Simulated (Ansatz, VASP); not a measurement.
# GaN in VASP and in Ansatz

The input INCAR:

```
  ALGO = Normal
  EDIFF = 1E-6
  ENCUT = 520
  GGA = PS
  ISIF = 2
  ISMEAR = -1
  LASPH = T
  LCHARG = F
  LREAL = F
  LWAVE = F
  NBANDS = 16
  NELM = 80
  PREC = Accurate
  SIGMA = 0.05
```

KPOINTS

```
k-points
0
Gamma
  10 10 10
```

The input POSCAR:

```
GaN
1.0
    0.0000000000      2.2976981147      2.2976981147
    2.2976981147      0.0000000000      2.2976981147
    2.2976981147      2.2976981147      0.0000000000
Ga N
1 1
Direct
    0.0000000000      0.0000000000      0.0000000000
    0.2500000000      0.2500000000      0.2500000000
```

input.yaml

```yaml
crystal:
  lattice:
    - [0.0, 2.2976981147, 2.2976981147]
    - [2.2976981147, 0.0, 2.2976981147]
    - [2.2976981147, 2.2976981147, 0.0]
  atoms:
    - { symbol: Ga, position: [0.0, 0.0, 0.0] }
    - { symbol: "N", position: [0.25, 0.25, 0.25] }
kpoints:
  mp_grid: { grid: [10, 10, 10] }
scf:
  occupations: { method: fermi_dirac, width: 0.05 }
hamiltonian:
  xc: pbesol
  pseudopotentials: { kind: all_electron, lapw: { basis_error: 0.0005 } }
output:
  forces: true
  stress: true
  eigenvalues: true
```

Change from the starting cell: volume scaled by 1.06.

Alike in both runs: task single point; functional PBEsol; k mesh 10 × 10 × 10; occupations fermi-dirac, width 0.05 eV; no spin polarisation.

|  | VASP | Ansatz |
| --- | --- | --- |
| version | VASP 6.6.1 | Ansatz 0.2.0 |
| potentials or method | VASP PAW PBE potentials, release 64 (Ga_d, N) | all-electron LAPW, scalar-relativistic |
| plane-wave cutoff (eV) | 520 | see its input |

VASP gave:

| Item | Value |
| --- | --- |
| gap on the k mesh at the Fermi level (eV) | 1.31 |
| least direct gap on the mesh (eV) | 1.31 |
| pressure (GPa) | -10.6 |

Task: Which values does Ansatz return?

Result: gap on the k mesh at the Fermi level (eV): 1.31; least direct gap on the mesh (eV): 1.31; pressure (GPa): -10.5.

Ansatz ran all-electron here, so the differences hold the error of VASP's frozen core and of both bases.

Caveats: the PAW data sets were made with another functional, which shifts forces and pressure a little (VASP).
